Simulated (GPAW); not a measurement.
# Te2Mo (P6_3/mmc) in GPAW: further runs, part 2 of 2

GPAW 26.7.0. Earlier steps stand in the parts before.

## 4. Band structure, PBEsol+U

File run.py:

```python
from ase import Atoms
from ase.dft.bandgap import bandgap
from ase.io import write
from ase.units import GPa
from gpaw import GPAW, PW, setup_paths

setup_paths.insert(0, '.')

atoms = Atoms(['Te', 'Te', 'Te', 'Te', 'Mo', 'Mo'],
              cell=[[3.5182, 0.0, 0.0],
                    [-1.7591, 3.0468505756, 0.0],
                    [0.0, 0.0, 13.9736]],
              scaled_positions=[[0.6666666667, 0.3333333333, 0.379],
                                [0.3333333333, 0.6666666667, 0.879],
                                [0.6666666667, 0.3333333333, 0.121],
                                [0.3333333333, 0.6666666667, 0.621],
                                [0.6666666667, 0.3333333333, 0.75],
                                [0.3333333333, 0.6666666667, 0.25]],
              pbc=True)

calc = GPAW(mode=PW(600),
            xc='PBEsol',
            kpts={'size': (6, 6, 2), 'gamma': True},
            occupations={'name': 'fermi-dirac', 'width': 0.05},
            setups={'Mo': ':d,2.0'},
            nbands=46,
            convergence={'density': 1e-05, 'energy': 1e-05},
            maxiter=150,
            txt='gpaw.txt')
atoms.calc = calc
energy = atoms.get_potential_energy()
forces = atoms.get_forces()
stress = atoms.get_stress()
calc.write('gs.gpw')
write('result.traj', atoms)
print(f'Energy: {energy:.6f} eV')
print('Forces (eV/A):')
print(forces.round(4))
print('Stress (GPa):', (stress / GPa).round(3))
print('Fermi level:', round(calc.get_fermi_level(), 4), 'eV')
print(f'Gap: {bandgap(calc)[0]:.4f} eV, direct: {bandgap(calc, direct=True)[0]:.4f} eV')

path = atoms.cell.bandpath('GMKGALHA,LM,KH', npoints=60, eps=1e-4)
bs_calc = calc.fixed_density(kpts=path, symmetry='off', nbands=73,
                             convergence={'bands': 'CBM+6.0', 'eigenstates': 1e-6}, txt='bands.txt')
bs = bs_calc.band_structure()
bs.write('bs.json')
print(f'Gap on the path: {bandgap(bs_calc)[0]:.4f} eV')
```

Potentials or basis: PAW data sets generated in the run's folder for this functional, pw.

Started as:

```bash
$ gpaw-setup -f PBEsol Mo Te
$ OMP_NUM_THREADS=1 python run.py
```

gpaw.txt:

```text
__  _  _
 | _ |_)|_||  |
 |__||  | ||/\| - 26.7.0

Input parameters:
  mode=PW(ecut=600.0),
  convergence={'density': 1e-05, 'energy': 1e-05},
  kpts=MonkhorstPack(size=(6, 6, 2), gamma=True),
  maxiter=150,
  nbands=46,
  occupations=Occupations(name='fermi-dirac', width=0.05),
  setups={'Mo': ':d,2.0'},
  xc=XC(name='PBEsol')

Diagonalizing LCAO Hamiltonian
Converting LCAO to pw mode

        Te

           Mo

        Te

           Te

        Mo

           Te

Atoms  # Å, Bohr magnetons
|   | symbol |         x |        y |         z |    initial magnetic moments |
|---|--------|-----------|----------|-----------|-----------------------------|
| 0 |     Te |  1.759100 | 1.015617 |  5.295994 | ( 0.0000,  0.0000,  0.0000) |
| 1 |     Te | -0.000000 | 2.031234 | 12.282794 | ( 0.0000,  0.0000,  0.0000) |
| 2 |     Te |  1.759100 | 1.015617 |  1.690806 | ( 0.0000,  0.0000,  0.0000) |
| 3 |     Te | -0.000000 | 2.031234 |  8.677606 | ( 0.0000,  0.0000,  0.0000) |
| 4 |     Mo |  1.759100 | 1.015617 | 10.480200 | ( 0.0000,  0.0000,  0.0000) |
| 5 |     Mo | -0.000000 | 2.031234 |  3.493400 | ( 0.0000,  0.0000,  0.0000) |

Unit cell  # Å
| periodic |         x |        y |         z |   lengths |     angles |
|----------|-----------|----------|-----------|-----------|------------|
|      yes |  3.518200 | 0.000000 |  0.000000 |  3.518200 |  90.000000 |
|      yes | -1.759100 | 3.046851 |  0.000000 |  3.518200 |  90.000000 |
|      yes |  0.000000 | 0.000000 | 13.973600 | 13.973600 | 120.000000 |

Number of symmetries: 12
Symmetry operations  # r_c * U_cc + t_c -> r_c
|    | kind |            matrix            |
|----|------|------------------------------|
|  0 |  σ   |  1, 1, 0,  0,-1, 0,  0, 0, 1 |
|  1 |  S6  |  1, 1, 0, -1, 0, 0,  0, 0,-1 |
|  2 |  E   |  1, 0, 0,  0, 1, 0,  0, 0, 1 |
|  3 |  C2  |  1, 0, 0, -1,-1, 0,  0, 0,-1 |
|  4 |  C2  |  0, 1, 0,  1, 0, 0,  0, 0,-1 |
|  5 |  C3  |  0, 1, 0, -1,-1, 0,  0, 0, 1 |
|  6 |  S6  |  0,-1, 0,  1, 1, 0,  0, 0,-1 |
|  7 |  σ   |  0,-1, 0, -1, 0, 0,  0, 0, 1 |
|  8 |  σ   | -1, 0, 0,  1, 1, 0,  0, 0, 1 |
|  9 |  i   | -1, 0, 0,  0,-1, 0,  0, 0,-1 |
| 10 |  C3  | -1,-1, 0,  1, 0, 0,  0, 0, 1 |
| 11 |  C2  | -1,-1, 0,  0, 1, 0,  0, 0,-1 |

BZ-sampling:
  Number of BZ points: 72
  Number of IBZ points: 14

  Monkhorst-Pack size: [6, 6, 2]
  Monkhorst-Pack shift: [0.08333333333333333, 0.08333333333333333, 0.25]

K-points  # in reciprocal-cell coordinates
|     |                                coordinates |     weight |
|-----|--------------------------------------------|------------|
|   0 | (  0.00000000,   0.00000000,   0.00000000) | 0.01388889 |
|   1 | (  0.00000000,   0.00000000,   0.50000000) | 0.01388889 |
|   2 | (  0.16666667,   0.00000000,   0.00000000) | 0.08333333 |
|   3 | (  0.16666667,   0.00000000,   0.50000000) | 0.08333333 |
|   4 | (  0.33333333,  -0.16666667,   0.00000000) | 0.08333333 |
|   5 | (  0.33333333,  -0.16666667,   0.50000000) | 0.08333333 |
|   6 | (  0.33333333,   0.00000000,   0.00000000) | 0.08333333 |
|   7 | (  0.33333333,   0.00000000,   0.50000000) | 0.08333333 |
|   8 | (  0.33333333,   0.33333333,   0.00000000) | 0.02777778 |
|   9 | (  0.33333333,   0.33333333,   0.50000000) | 0.02777778 |
| ... |                                            |            |
|  13 | (  0.50000000,   0.50000000,   0.50000000) | 0.04166667 |

Plane wave coefficients: 5028
Cutoff: 600.0 eV

Spin-components: 1 (collinear spins)
Bands:           46
Projectors:      32
Spin-degeneracy: 2
Datatype:        complex128

Parallelization:
  kpt:    1
  domain: 1
  band:   1

Density:
  Valence electrons: 52.0
  Components: 1
  Grid points: [20 20 80]
  Charge: 0.0  # |e|

Potential:
  Grid points: [20 20 80]

species:
  Te:
    name:    Tellurium
    Z:       52.0
    valence: 6
    core:    46
    charge:  0.0  # [|e|]
    compensation charges:
      type: gauss
      rc: 0.36  # [Å]
      lmax: 2
    cutoffs:
      filter: 2.09  # [Å]
      core: 3.17  # [Å]
    projectors
    | kind |    occ | energy [eV] | rcut [Å] |
    |------|--------|-------------|----------|
    |   5s |  2.000 |     -15.132 |    1.180 |
    |   5p |  4.000 |      -5.970 |    1.196 |
    |    s |        |      12.080 |    1.180 |
    |    p |        |      21.241 |    1.196 |
    |    d |        |       0.000 |    1.238 |

    Using partial waves for Te as LCAO basis

  Mo:
    name:    Molybdenum
    Z:       42.0
    valence: 14
    core:    28
    charge:  0.0  # [|e|]
    Hubbard: {U: 2.0,  # eV
              l: 2,
              scale: True}
    compensation charges:
      type: gauss
      rc: 0.38  # [Å]
      lmax: 2
    cutoffs:
      filter: 2.16  # [Å]
      core: 1.42  # [Å]
    projectors
    | kind |    occ | energy [eV] | rcut [Å] |
    |------|--------|-------------|----------|
    |   4s |  2.000 |     -64.262 |    1.238 |
    |   5s |  1.000 |      -4.116 |    1.238 |
    |   4p |  6.000 |     -38.461 |    1.296 |
    |   5p |  0.000 |      -1.012 |    1.296 |
    |   4d |  5.000 |      -3.770 |    1.296 |
    |    d |        |      23.442 |    1.296 |

    Using partial waves for Mo as LCAO basis

Reference energy: -958997.056781  # eV

eigensolver:
  PPCG
  Converge bands: occupied
  niter=2

density mixing:
  MSR1-Mixer
  Pratt-step length: 0.05
  Maximum mixing coefficient: 0.75
  Old densities: 10
  SVD Regularization: 0.005
  Good broyden scale: 1.0
  Trust region scale: 1.0
  Backstep threshold: 4.0
  History deletion threshold: 6.0
  Fourier metric: weight=20.0, sigma=0.015

occupation numbers:
  Fermi-Dirac:
    width: 0.0500  # eV

poisson solver:
  ecut: 4800.0  # eV

xc functional:
  name: PBEsol with 2 nearest neighbor stencil

convergence criteria:
- Maximum integral of absolute [dens]ity change: 1e-05 electrons / valence electron
- Maximum [total energy] change in last 3 cyles: 1e-05 eV / valence electron
- Maximum integral of absolute [eigenst]ate change: 4e-08 eV^2 / valence electron
maximum number of iterations: 150

SCF iterations
|iter     | |      energy | eigst |  dens |
|---------|-|-------------|-------|-------|
|iter:   1| |  -36.750615 | +0.48 |       |
|iter:   2| |  -36.539795 | -1.43 | -1.09 |
|iter:   3| |  -35.786179 | -1.43 | -1.12 |
|iter:   4| |  -35.444461 | -1.73 | -1.36 |
|iter:   5| |  -35.392273 | -2.56 | -1.79 |
|iter:   6| |  -35.406929 | -3.39 | -2.15 |
|iter:   7| |  -35.392583 | -3.89 | -2.27 |
|iter:   8| |  -35.392559 | -5.11 | -2.97 |
|iter:   9| |  -35.392567c| -5.79 | -3.47 |
|iter:  10| |  -35.392567c| -7.21 | -4.39 |
|iter:  11| |  -35.392567c| -7.51c| -4.89 |
|iter:  12| |  -35.392567c| -7.66c| -5.22c|

Converged in 12 steps
Energy contributions relative to reference atoms: (reference = -958997.056781)

Energy contributions:
  Kinetic:           7.900613
  Coulomb:         -15.720341
  Zero:             -0.233337
  External:          0.000000
  Xc:              -27.339485
  Entropy:          -0.000034
  Spinorbit:         0.000000
  ----------------------------
  Free energy:     -35.392584
  Extrapolated:    -35.392567

dipole moment: (-0.000100, -0.000173, -0.000794)  # |e|*Ang

Fermi level: 8.367
Eigenvalues  # (at kpt = [0.000, 0.000, 0.000])
| band index |      eig [eV] | occ [0-2] |
|------------|---------------|-----------|
|          0 |       -52.794 |     2.000 |
|        ... |               |           |
|         18 |         6.179 |     2.000 |
|         19 |         6.936 |     2.000 |
|         20 |         6.945 |     2.000 |
|         21 |         6.945 |     2.000 |
|         22 |         6.980 |     2.000 |
|         23 |         6.980 |     2.000 |
[... 8 lines left out ...]
|         32 |        11.376 |     0.000 |
|         33 |        11.376 |     0.000 |
|        ... |               |           |
|         45 |        19.014 |     0.000 |

Gap: 0.791 eV
Transition (v -> c):
  (s=0, k=0, n=25, [0.00, 0.00, 0.00]) -> (s=0, k=4, n=26, [0.33, -0.17, 0.00])
Direct/indirect transitions are different
Direct gap: 1.032 eV
Transition at: (s=0, k=8, n=25, [0.33, 0.33, 0.00])

Forces  # eV/Ang
|        x |        y |        z |
|----------|----------|----------|
| -0.00000 | -0.00000 | -0.15382 |  # Te   0
| -0.00000 |  0.00000 | -0.15345 |  # Te   1
|  0.00000 | -0.00000 |  0.15345 |  # Te   2
| -0.00000 |  0.00000 |  0.15382 |  # Te   3
|  0.00000 |  0.00000 | -0.00014 |  # Mo   4
|  0.00000 | -0.00000 |  0.00014 |  # Mo   5

Stress tensor  # eV/Ang^3
|         x |         y |         z |
|-----------|-----------|-----------|
|  0.011835 | -0.000000 |  0.000000 |
| -0.000000 |  0.011835 | -0.000000 |
|  0.000000 | -0.000000 |  0.008475 |

# Writing to gs.gpw (mode='')
```

Run time: 3.2 min. Hardware: 1 thread of Intel Xeon Platinum 8488C (Sapphire Rapids), shared host; peak memory 0.74 GiB.

Results:

```
Free energy             : -35.3926 eV
Pressure                : -1.7 GPa
Largest force           : 0.154 eV/Å
Band gap on the k mesh  : 0.79 eV, indirect (least direct gap 1.03 eV)
Band gap along the path : 0.70 eV, indirect (least direct gap 1.03 eV)
```

Forces on the atoms (eV/Å):
```
Te   0.000  0.000 -0.154
Te   0.000  0.000 -0.153
Te   0.000  0.000  0.153
Te   0.000  0.000  0.154
Mo   0.000  0.000  0.000
Mo   0.000  0.000  0.000
```

Levels at the corners of the path, in eV from the valence-band top:
```csv
point,band 23,band 24,band 25,band 26,band 27,band 28,band 29,band 30
Γ,-1.02,-1.02,-0.33,0.00,2.89,2.89,3.02,3.02
M,-1.03,-0.97,-0.62,-0.33,1.24,1.30,1.43,1.76
K,-1.82,-1.82,-0.33,-0.08,0.95,0.95,1.12,2.15
Γ,-1.02,-1.02,-0.33,0.00,2.89,2.89,3.02,3.02
A,-1.04,-1.04,-0.08,-0.08,2.93,2.93,2.93,2.93
L,-0.98,-0.98,-0.48,-0.48,1.27,1.27,1.61,1.61
H,-1.98,-1.98,-0.23,-0.23,0.95,0.95,1.59,1.59
A,-1.04,-1.04,-0.08,-0.08,2.93,2.93,2.93,2.93
L,-0.98,-0.98,-0.48,-0.48,1.27,1.27,1.61,1.61
M,-1.03,-0.97,-0.62,-0.33,1.24,1.30,1.43,1.76
K,-1.82,-1.82,-0.33,-0.08,0.95,0.95,1.12,2.15
H,-1.98,-1.98,-0.23,-0.23,0.95,0.95,1.59,1.59
```

Caveat: spin-orbit coupling is left out, which moves the levels of the heavy elements; the mesh misses the band edges, which the band path finds closer together; this functional lacks dispersion, which binds the layers, so the pressure and a relaxed spacing across them are unreliable; the U is typed as a test and isn't derived for this compound.

## 5. Band structure, PBEsol+U

Edit run.py of step 4 so:

```diff
@@ -24,3 +24,3 @@
             occupations={'name': 'fermi-dirac', 'width': 0.05},
-            setups={'Mo': ':d,2.0'},
+            setups={'Mo': ':d,3.0'},
             nbands=46,
```

Started as:

```bash
$ gpaw-setup -f PBEsol Mo Te
$ OMP_NUM_THREADS=1 python run.py
```

Run time: 3.2 min. Hardware: 1 thread of Intel Xeon Platinum 8488C (Sapphire Rapids), shared host; peak memory 0.73 GiB.

Results (log left out):

- Free energy: -32.8931 eV
- Pressure: -1.7 GPa
- Largest force: 0.151 eV/Å
- Band gap on the k mesh: 0.79 eV, indirect (least direct gap 1.04 eV)
- Band gap along the path: 0.70 eV, indirect (least direct gap 1.04 eV)

Forces on the atoms (eV/Å):
```
Te   0.000  0.000 -0.151
Te   0.000  0.000 -0.151
Te   0.000  0.000  0.151
Te   0.000  0.000  0.151
Mo   0.000  0.000  0.000
Mo   0.000  0.000  0.000
```

Stress tensor (GPa, compression positive):
```
-1.88  0.00  0.00
 0.00 -1.88  0.00
 0.00  0.00 -1.33
```

Levels at the corners of the path, in eV from the valence-band top:
| point | band 23 | band 24 | band 25 | band 26 | band 27 | band 28 | band 29 | band 30 |
| --- | --- | --- | --- | --- | --- | --- | --- | --- |
| Γ | -1.03 | -1.03 | -0.33 | 0.00 | 2.88 | 2.88 | 3.01 | 3.01 |
| M | -1.04 | -0.97 | -0.63 | -0.34 | 1.24 | 1.30 | 1.43 | 1.76 |
| K | -1.83 | -1.83 | -0.33 | -0.09 | 0.95 | 0.95 | 1.11 | 2.14 |
| Γ | -1.03 | -1.03 | -0.33 | 0.00 | 2.88 | 2.88 | 3.01 | 3.01 |
| A | -1.05 | -1.05 | -0.08 | -0.08 | 2.92 | 2.92 | 2.92 | 2.92 |
| L | -0.99 | -0.99 | -0.49 | -0.49 | 1.26 | 1.26 | 1.61 | 1.61 |
| H | -1.99 | -1.99 | -0.24 | -0.24 | 0.96 | 0.96 | 1.58 | 1.58 |
| A | -1.05 | -1.05 | -0.08 | -0.08 | 2.92 | 2.92 | 2.92 | 2.92 |
| L | -0.99 | -0.99 | -0.49 | -0.49 | 1.26 | 1.26 | 1.61 | 1.61 |
| M | -1.04 | -0.97 | -0.63 | -0.34 | 1.24 | 1.30 | 1.43 | 1.76 |
| K | -1.83 | -1.83 | -0.33 | -0.09 | 0.95 | 0.95 | 1.11 | 2.14 |
| H | -1.99 | -1.99 | -0.24 | -0.24 | 0.96 | 0.96 | 1.58 | 1.58 |

Caveat: spin-orbit coupling is left out, which moves the levels of the heavy elements; the mesh misses the band edges, which the band path finds closer together; this functional lacks dispersion, which binds the layers, so the pressure and a relaxed spacing across them are unreliable; the U is typed as a test and isn't derived for this compound.

## 6. Band structure, PBEsol+U

Edit run.py of step 5 so:

```diff
@@ -24,3 +24,3 @@
             occupations={'name': 'fermi-dirac', 'width': 0.05},
-            setups={'Mo': ':d,3.0'},
+            setups={'Mo': ':d,4.0'},
             nbands=46,
```

Potentials or basis: PAW data sets generated in the run's folder for this functional, pw.

Started as:

```bash
$ gpaw-setup -f PBEsol Mo Te
$ OMP_NUM_THREADS=1 python run.py
```

It took 3.3 min on 1 thread of Intel Xeon Platinum 8488C (Sapphire Rapids), shared host; peak memory 0.73 GiB.

Results (log left out):

```yaml
Free_energy: -30.3938 eV
Pressure: -1.7 GPa
Largest_force: 0.148 eV/Å
Band_gap_on_the_k_mesh: 0.78 eV, indirect (least direct gap 1.05 eV)
Band_gap_along_the_path: 0.69 eV, indirect (least direct gap 1.05 eV)
```

Forces on the atoms (eV/Å):
```
Te   0.000  0.000 -0.148
Te   0.000  0.000 -0.147
Te   0.000  0.000  0.147
Te   0.000  0.000  0.148
Mo   0.000  0.000  0.000
Mo   0.000  0.000  0.000
```

Stress tensor (GPa, compression positive):
```
-1.87  0.00  0.00
 0.00 -1.87  0.00
 0.00  0.00 -1.30
```

Levels at the corners of the path, in eV from the valence-band top:
```tsv
point	band 23	band 24	band 25	band 26	band 27	band 28	band 29	band 30
Γ	-1.05	-1.05	-0.35	0.00	2.87	2.87	3.00	3.00
M	-1.05	-0.98	-0.64	-0.35	1.23	1.29	1.43	1.76
K	-1.84	-1.84	-0.35	-0.10	0.95	0.95	1.10	2.12
Γ	-1.05	-1.05	-0.35	0.00	2.87	2.87	3.00	3.00
A	-1.07	-1.07	-0.09	-0.09	2.91	2.91	2.91	2.91
L	-1.00	-1.00	-0.50	-0.50	1.25	1.25	1.61	1.61
H	-2.00	-2.00	-0.25	-0.25	0.96	0.96	1.57	1.57
A	-1.07	-1.07	-0.09	-0.09	2.91	2.91	2.91	2.91
L	-1.00	-1.00	-0.50	-0.50	1.25	1.25	1.61	1.61
M	-1.05	-0.98	-0.64	-0.35	1.23	1.29	1.43	1.76
K	-1.84	-1.84	-0.35	-0.10	0.95	0.95	1.10	2.12
H	-2.00	-2.00	-0.25	-0.25	0.96	0.96	1.57	1.57
```

Caveat: spin-orbit coupling is left out, which moves the levels of the heavy elements; the mesh misses the band edges, which the band path finds closer together; this functional lacks dispersion, which binds the layers, so the pressure and a relaxed spacing across them are unreliable; the U is typed as a test and isn't derived for this compound.

## 7. Summary

| level | U | gap on the mesh (eV) | pressure (GPa) | largest force (eV/Å) |
| --- | --- | --- | --- | --- |
| PBEsol | - | 0.80 | -1.8 | 0.16 |
| PBEsol+U | Mo d U = 1 eV | 0.79 | -1.7 | 0.16 |
| PBEsol+U | Mo d U = 2 eV | 0.79 | -1.7 | 0.15 |
| PBEsol+U | Mo d U = 3 eV | 0.79 | -1.7 | 0.15 |
| PBEsol+U | Mo d U = 4 eV | 0.78 | -1.7 | 0.15 |

Alike in all rows: task band structure; potentials or basis PAW data sets generated in the run's folder for this functional, pw; no spin polarisation; cell as given; k mesh 6 × 6 × 2; cutoff (eV) 600; smearing fermi-dirac 0.05 eV.

On the cell as given the gap runs from 0.69 eV (PBEsol+U) to 0.71 eV (PBEsol).

Caveats: spin-orbit coupling is left out, which moves the levels of the heavy elements; the mesh misses the band edges, which the band path finds closer together; this functional lacks dispersion, which binds the layers, so the pressure and a relaxed spacing across them are unreliable; the U is typed as a test and isn't derived for this compound (some runs).

Absolute energies hang on the potentials; compare differences alone.

## 8. How close it comes

Step 2. Against the measured gap of Te2Mo, 0.88 eV (indirect; 300 K; quoted in “Broadband infrared study of pressure-tunable Fano resonance and metallization transition in 2H-MoTe2”, 2022, pmc:9569381), the calculated 0.71 eV is off by -0.17 eV. Spin-orbit coupling on Mo, Te is left out. The value is that of PBEsol, without temperature or zero-point motion. Semilocal functionals fall short of measured gaps as a rule.

Step 3. Against the measured gap of Te2Mo, 0.88 eV (indirect; 300 K; quoted in “Broadband infrared study of pressure-tunable Fano resonance and metallization transition in 2H-MoTe2”, 2022, pmc:9569381), the calculated 0.71 eV is off by -0.17 eV. Spin-orbit coupling on Mo, Te is left out. The value is that of PBEsol+U, without temperature or zero-point motion.

Step 4. Measured gap of Te2Mo: 0.88 eV (indirect; 300 K; quoted in “Broadband infrared study of pressure-tunable Fano resonance and metallization transition in 2H-MoTe2”, 2022, pmc:9569381). This calculation gives 0.70 eV (-0.18 eV). Spin-orbit coupling on Mo, Te is left out. The value is that of PBEsol+U, without temperature or zero-point motion.

Step 5. Against the measured gap of Te2Mo, 0.88 eV (indirect; 300 K; quoted in “Broadband infrared study of pressure-tunable Fano resonance and metallization transition in 2H-MoTe2”, 2022, pmc:9569381), the calculated 0.70 eV is off by -0.18 eV. Spin-orbit coupling on Mo, Te is left out. The value is that of PBEsol+U, without temperature or zero-point motion.

Step 6. Against the measured gap of Te2Mo, 0.88 eV (indirect; 300 K; quoted in “Broadband infrared study of pressure-tunable Fano resonance and metallization transition in 2H-MoTe2”, 2022, pmc:9569381), the calculated 0.69 eV is off by -0.19 eV. Spin-orbit coupling on Mo, Te is left out. The value is that of PBEsol+U, without temperature or zero-point motion.
